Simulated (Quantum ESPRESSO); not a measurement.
# WS2 (R3m) in Quantum ESPRESSO: single point with PBEsol

Aim: the single point of WS2 with PBEsol.

Everything below comes from runs of Quantum ESPRESSO 7.5. Logs are shortened: lines on timing, memory, paths and dates and some standing lists are left out, and cuts for length are marked.

**1. The structure**

It takes space group R3m (No. 160, trigonal). The conventional cell has a = 3.158 Å, b = 3.158 Å, c = 18.490 Å, α = 90.00°, β = 90.00°, γ = 120.00°. Around W (site symmetry 3m) lie 6 S at 2.39 to 2.42 Å. S (site symmetry 3m) is surrounded by 3 W at 2.39 Å. S (site symmetry 3m) has 3 W at 2.42 Å as nearest neighbours.

Measurements of this composition are mostly on another form, of space group No. 194.

**2. Single point, PBEsol, collinear spin, ferromagnetic start**

Contents of pw.in:

```
&CONTROL
  calculation = 'scf'
  prefix = 'pwscf'
  outdir = './tmp'
  pseudo_dir = './pseudo'
  tprnfor = .true.
  tstress = .true.
  disk_io = 'nowf'
/
&SYSTEM
  ibrav = 0
  nat = 3
  ntyp = 2
  ecutwfc = 56
  ecutrho = 448
  nbnd = 23
  occupations = 'smearing'
  smearing = 'gaussian'
  degauss = 0.00367493
  nspin = 2
  starting_magnetization(1) = 0.1429
  starting_magnetization(2) = 0
/
&ELECTRONS
  conv_thr = 1.2d-07
  electron_maxstep = 100
  mixing_beta = 0.7
  mixing_ndim = 20
/
ATOMIC_SPECIES
W    183.8400 w_pbesol_v1.2.uspp.F.UPF
S     32.0600 s_pbesol_v1.4.uspp.F.UPF
CELL_PARAMETERS angstrom
   1.5790001700    0.9116361700    6.1633291500
  -1.5790001700    0.9116361700    6.1633291500
   0.0000000000   -1.8232723400    6.1633291500
ATOMIC_POSITIONS crystal
W      0.0000000000    0.0000000000    0.0000000000
S      0.7503000000    0.7503000000    0.7503000000
S      0.5810000000    0.5810000000    0.5810000000
K_POINTS automatic
7 7 7 0 0 0
```

Potentials or basis: GBRV 1.5 PBEsol.

The run is started by

```
OMP_NUM_THREADS=1 mpirun -n 2 pw.x -nk 2 -in pw.in > pw.out
```

pw.out:

```text
This program is part of the open-source Quantum ESPRESSO suite
     for quantum simulation of materials; please cite
[... 13 lines left out ...]
     --------------------
     sticks:   dense  smooth     PW     G-vecs:    dense   smooth      PW
     Sum        2491    1251    407                57493    20353    3733

     Using Slab Decomposition

     bravais-lattice index     =            0
     lattice parameter (alat)  =      12.1459  a.u.
     unit-cell volume          =     359.2253 (a.u.)^3
     number of atoms/cell      =            3
     number of atomic types    =            2
     number of electrons       =        26.00
     number of Kohn-Sham states=           23
     kinetic-energy cutoff     =      56.0000  Ry
     charge density cutoff     =     448.0000  Ry
     scf convergence threshold =      1.2E-07
     mixing beta               =       0.7000
     number of iterations used =           20  plain     mixing
     Exchange-correlation= SLA  PW   PSX  PSC
                           (   1   4  10   8   0   0   0)

     celldm(1)=  12.145949  celldm(2)=   0.000000  celldm(3)=   0.000000
     celldm(4)=   0.000000  celldm(5)=   0.000000  celldm(6)=   0.000000

     crystal axes: (cart. coord. in units of alat)
               a(1) = (   0.245669   0.141837   0.958921 )
               a(2) = (  -0.245669   0.141837   0.958921 )
               a(3) = (   0.000000  -0.283674   0.958921 )

     reciprocal axes: (cart. coord. in units 2 pi/alat)
               b(1) = (  2.035262  1.175059  0.347613 )
               b(2) = ( -2.035262  1.175059  0.347613 )
               b(3) = (  0.000000 -2.350119  0.347613 )

     PseudoPot. # 1 for W  read from file:
     w_pbesol_v1.2.uspp.F.UPF
     Pseudo is Ultrasoft + core correction, Zval = 14.0
     Generated by new atomic code, or converted to UPF format
     Using radial grid of  923 points,  8 beta functions with:
                l(1) =   0
                l(2) =   0
                l(3) =   0
                l(4) =   1
                l(5) =   1
                l(6) =   2
                l(7) =   2
                l(8) =   3
     Q(r) pseudized with  6 coefficients,  rinner =    1.350   1.350   1.350
                                                       1.350   1.350   1.350
                                                       1.350

     PseudoPot. # 2 for S  read from file:
     s_pbesol_v1.4.uspp.F.UPF
     Pseudo is Ultrasoft + core correction, Zval =  6.0
     Generated by new atomic code, or converted to UPF format
     Using radial grid of  907 points,  6 beta functions with:
                l(1) =   0
                l(2) =   0
                l(3) =   1
                l(4) =   1
                l(5) =   2
                l(6) =   2
     Q(r) pseudized with  8 coefficients,  rinner =    1.300   1.300   1.300
                                                       1.300   1.300

     atomic species   valence    mass     pseudopotential
     W                14.00   183.84000     W ( 1.00)
     S                 6.00    32.06000     S ( 1.00)

     Starting magnetic structure
     atomic species   magnetization
     W               0.143
     S               0.000

      6 Sym. Ops. (no inversion) found

   Cartesian axes

     site n.     atom                  positions (alat units)
         1        W      tau(   1) = (   0.0000000   0.0000000   0.0000000  )
         2        S      tau(   2) = (  -0.0000000   0.0000000   2.1584350  )
         3        S      tau(   3) = (  -0.0000000   0.0000000   1.6713991  )

     number of k points=    44  Gaussian smearing, width (Ry)=  0.0037
                       cart. coord. in units 2pi/alat
        k(    1) = (   0.0000000   0.0000000   0.0000000), wk =   0.0029155
        k(    2) = (   0.0000000  -0.3357312   0.0496590), wk =   0.0174927
        k(    3) = (   0.0000000  -0.6714625   0.0993180), wk =   0.0174927
        k(    4) = (   0.0000000  -1.0071937   0.1489770), wk =   0.0174927
        k(    5) = (  -0.2907518  -0.1678656   0.0993180), wk =   0.0174927
        k(    6) = (  -0.2907518  -0.5035968   0.1489770), wk =   0.0349854
[... 36 lines left out ...]
        k(   43) = (  -0.0000000   0.0000000   0.4469310), wk =   0.0058309
        k(   44) = (  -0.0000000   2.0143874   0.1489770), wk =   0.0174927

     Dense  grid:    57493 G-vectors     FFT dimensions: (  81,  81,  81)

     Smooth grid:    20353 G-vectors     FFT dimensions: (  60,  60,  60)

     Generating pointlists ...
     new r_m :   0.1534 (alat units)  1.8636 (a.u.) for type    1
     new r_m :   0.1534 (alat units)  1.8636 (a.u.) for type    2

     Initial potential from superposition of free atoms

     starting charge      25.8996, renormalised to      26.0000

     negative rho (up, down):  3.582E-02 2.679E-02
     Starting wfcs are   21 randomized atomic wfcs +    2 random wfcs

     Self-consistent Calculation

     iteration #  1     ecut=    56.00 Ry     beta= 0.70
     Davidson diagonalization with overlap
     ethr =  1.00E-02,  avg # of iterations =  5.5

     Threshold (ethr) on eigenvalues was too large:
     Diagonalizing with lowered threshold

     Davidson diagonalization with overlap
     ethr =  4.52E-04,  avg # of iterations =  3.0

     negative rho (up, down):  3.460E-02 3.086E-02
[... 79 lines left out ...]
     iteration #  8     ecut=    56.00 Ry     beta= 0.70
     Davidson diagonalization with overlap
     ethr =  6.93E-09,  avg # of iterations =  4.4

     negative rho (up, down):  3.370E-02 3.370E-02

     Magnetic moment per site  (integrated on atomic sphere of radius R)
     atom   1 (R=0.153)  charge= 10.3576  magn=  0.0007
     atom   2 (R=0.153)  charge=  4.1300  magn= -0.0005
     atom   3 (R=0.153)  charge=  4.1047  magn= -0.0005

     End of self-consistent calculation

 ------ SPIN UP ------------

          k = 0.0000 0.0000 0.0000 (  2547 PWs)   bands (ev):

   -62.9367 -27.2067 -27.0221 -27.0221  -3.9947  -1.9768   3.9743   8.1263
     8.1263   9.3862   9.3862  10.1159  10.4483  13.8593  13.8593  14.2231
    14.2231  16.2934  19.3472  20.0352  21.5299  21.5299  23.4580

          k = 0.0000-0.3357 0.0497 (  2531 PWs)   bands (ev):
[... 253 lines left out ...]
   -62.9332 -27.1939 -27.0923 -27.0384  -3.4291  -2.2656   5.4057   7.2835
     7.3730   8.4322   8.9402   9.3581  11.0519  13.7499  13.7776  13.9632
    14.5721  17.8955  20.0350  20.7661  21.4712  22.2138  22.6494

 ------ SPIN DOWN ----------

          k = 0.0000 0.0000 0.0000 (  2547 PWs)   bands (ev):

   -62.9360 -27.2050 -27.0209 -27.0209  -3.9961  -1.9789   3.9741   8.1265
     8.1265   9.3863   9.3863  10.1150  10.4494  13.8590  13.8590  14.2221
    14.2221  16.2926  19.3470  20.0350  21.5291  21.5291  23.4570

          k = 0.0000-0.3357 0.0497 (  2531 PWs)   bands (ev):
[... 253 lines left out ...]
   -62.9324 -27.1923 -27.0911 -27.0372  -3.4306  -2.2675   5.4056   7.2832
     7.3726   8.4321   8.9403   9.3572  11.0530  13.7502  13.7769  13.9630
    14.5719  17.8944  20.0346  20.7655  21.4706  22.2130  22.6488

     the Fermi energy is    11.8672 ev

!    total energy              =    -207.26598022 Ry
     estimated scf accuracy    <       0.00000010 Ry
     smearing contrib. (-TS)   =      -0.00000000 Ry
     internal energy E=F+TS    =    -207.26598022 Ry

     The total energy is F=E-TS. E is the sum of the following terms:
     one-electron contribution =     -80.57309688 Ry
     hartree contribution      =      51.07536913 Ry
     xc contribution           =     -57.84196781 Ry
     ewald contribution        =    -119.92628466 Ry

     total magnetization       =     0.00 Bohr mag/cell
     absolute magnetization    =     0.00 Bohr mag/cell

     convergence has been achieved in   8 iterations

     negative rho (up, down):  3.370E-02 3.370E-02

     Forces acting on atoms (cartesian axes, Ry/au):

     atom    1 type  1   force =    -0.00000000    0.00000000   -0.02359432
     atom    2 type  2   force =     0.00000000   -0.00000000    0.01027294
     atom    3 type  2   force =    -0.00000000    0.00000000    0.01332138

     Total force =     0.028977     Total SCF correction =     0.000811

     Computing stress (Cartesian axis) and pressure

     negative rho (up, down):  3.370E-02 3.370E-02
          total   stress  (Ry/bohr**3)                   (kbar)     P=       -4.41
  -0.00005467   0.00000000   0.00000000           -8.04        0.00        0.00
  -0.00000000  -0.00005467  -0.00000000           -0.00       -8.04       -0.00
   0.00000000  -0.00000000   0.00001938            0.00       -0.00        2.85

=------------------------------------------------------------------------------=
   JOB DONE.
=------------------------------------------------------------------------------=
```

Wall time 82 s (2 MPI ranks of Intel Xeon 6975P-C (Granite Rapids), shared host); peak memory 0.68 GiB.

What came out:

```
Free energy                                           : -2819.9973 eV
Pressure                                              : -0.4 GPa
Largest force                                         : 0.607 eV/Å
Band gap on the k mesh                                : 1.10 eV, indirect (least direct gap 2.31 eV)
Net moment                                            : 0.00 μB per cell
Absolute moment                                       : 0.00 μB per cell
Valence electrons inside the program's atomic spheres : W 10.36; S 4.13, 4.10
```

Forces in eV/Å, atoms in the order of the input:
```
W    0.000  0.000 -0.607
S    0.000  0.000  0.264
S    0.000  0.000  0.343
```

Caveat: spin-orbit coupling is left out, which moves the levels of the heavy elements; an odd mesh through Γ misses points on the zone boundary, where band edges often lie.
